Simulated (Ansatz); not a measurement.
## Te2Mo: equation of state with PBE

Te2Mo, a slab with vacuum:

```
Te Mo
1.0
     6.36161    0.00000    0.00000
     0.00000    3.48040    0.00000
    -0.08574    0.00000   36.17589
Te Mo
4 2
Direct
  0.42925 0.75000 0.54070
  0.57075 0.25000 0.45930
  0.92085 0.25000 0.55653
  0.07915 0.75000 0.44347
  0.18135 0.25000 0.49747
  0.81865 0.75000 0.50253
```

- Program: Ansatz 0.2.0
- Task: equation of state
- Functional: PBE
- Potentials or basis: JTH PAW
- Cutoff: 1800 eV
- Density cutoff: 7200 eV
- k mesh: 4 × 8 × 1
- Occupations: fermi-dirac, width 0.05 eV
- Spin: no spin polarisation

```
Equilibrium volume                        : 135.51 Å³/atom
Bulk modulus at fixed shape and positions : 17.8 GPa
Pressure derivative of the bulk modulus   : 4.6
```

Energy against volume, from the lowest point:
```tsv
volume (Å³/atom)	energy (meV/atom)
125.485	47.38
128.155	24.43
130.825	9.42
133.495	1.53
136.165	0.00
138.835	4.17
141.505	13.44
```

All runs of the series together: 18 min on 2 threads of Arm Neoverse V1, on a shared host.

Caveat: the cell was scaled at fixed shape and fractional positions, which overstates the stiffness of a crystal with free parameters, most of all of layers and chains. Spin-orbit coupling is left out, which matters for the levels of Te.
